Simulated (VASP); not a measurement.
Crystal: BeS.

```xyz
2
Lattice="0.0000 2.4352 2.4352 2.4352 0.0000 2.4352 2.4352 2.4352 0.0000" Properties=species:S:1:pos:R:3 pbc="T T T"
Be    0.0000    0.0000    0.0000
S     1.2176    1.2176    1.2176
```

The cell is a database's computed one.

- Program: VASP 6.6.1
- Task: relaxation of cell and atoms
- Functional: RPBE
- Potentials or basis: VASP PAW PBE potentials, release 64 (Be, S)
- Cutoff: 600 eV
- k mesh: 8 × 8 × 8
- Occupations: gaussian, width 0.02 eV
- Spin: no spin polarisation

At the start: pressure 2.6 GPa; volume 14.44 Å³/atom.

How do energy, volume and symmetry change on relaxing?

Over 3 steps the energy falls by 3.3 meV/atom and the volume is 14.86 Å³/atom (+2.9 %); space group F-43m (No. 216, to 0.05 Å).

Step by step:
```
step  energy change (eV)  largest force (eV/Å)  pressure (GPa)  volume (Å³)
   1              0.0000                0.0000            2.64        28.88
   2             -0.0064                0.0000           -0.49        29.89
   3             -0.0067                0.0000            0.01        29.71
```

Final structure:
```cif
data_structure
_symmetry_space_group_name_H-M 'P 1'
_symmetry_Int_Tables_number 1
_cell_length_a 3.4766
_cell_length_b 3.4766
_cell_length_c 3.4766
_cell_angle_alpha 60.000
_cell_angle_beta 60.000
_cell_angle_gamma 60.000
_cell_volume 29.71
loop_
_atom_site_label
_atom_site_type_symbol
_atom_site_fract_x
_atom_site_fract_y
_atom_site_fract_z
_atom_site_occupancy
Be1 Be 0.00000 0.00000 0.00000 1
S1 S 0.25000 0.25000 0.25000 1
```

Caveat: the PAW data sets were made with another functional, which shifts forces and pressure a little.
